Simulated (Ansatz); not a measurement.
Moving the Hubbard U on W d in WSi2

```
CELL_PARAMETERS angstrom
4.61685 0.00000 0.00000
-2.30843 3.99831 0.00000
0.00000 0.00000 6.65322
ATOMIC_POSITIONS crystal
W 0.50000 0.00000 0.50000
W 0.50000 0.50000 0.83333
W 0.00000 0.50000 0.16667
Si 0.32725 0.16363 0.16667
Si 0.83637 0.16363 0.83333
Si 0.16363 0.32725 0.50000
Si 0.67275 0.83637 0.16667
Si 0.16363 0.83637 0.83333
Si 0.83637 0.67275 0.50000
```

Measurements of this composition are mostly on another form, of space group No. 139.

Kept alike: task projected density of states; functional PBEsol; k mesh 7 × 7 × 4; occupations fermi-dirac, width 0.05 eV; no spin polarisation. Program: Ansatz, Ansatz PAW, cutoff 420 eV. The mesh is that of the run's cell of 9 atoms. No spin-orbit coupling.

| Hubbard U on W d, U (eV) | pressure (GPa) |
| --- | --- |
| 0 | -5.62 |
| 1 | -5.83 |
| 2 | -6.04 |
| 3 | -6.23 |
| 4 | -6.39 |
| 5 | -6.51 |
| 6 | -6.56 |
| 8 | -6.30 |

Pressure is positive in compression, with a Pulay correction for the finite cutoff. U acts here on a shell without spin polarisation. The pressure doesn't move evenly along the series, which may be noise of the runs. How U acts hangs on the program's projectors. All rows use potentials made for PBE. U is the effective U - J on orthogonalised atomic projectors. Double counting: fully localised limit (the default).

The pressure runs from -6.56 (6) to -5.62 GPa (0).
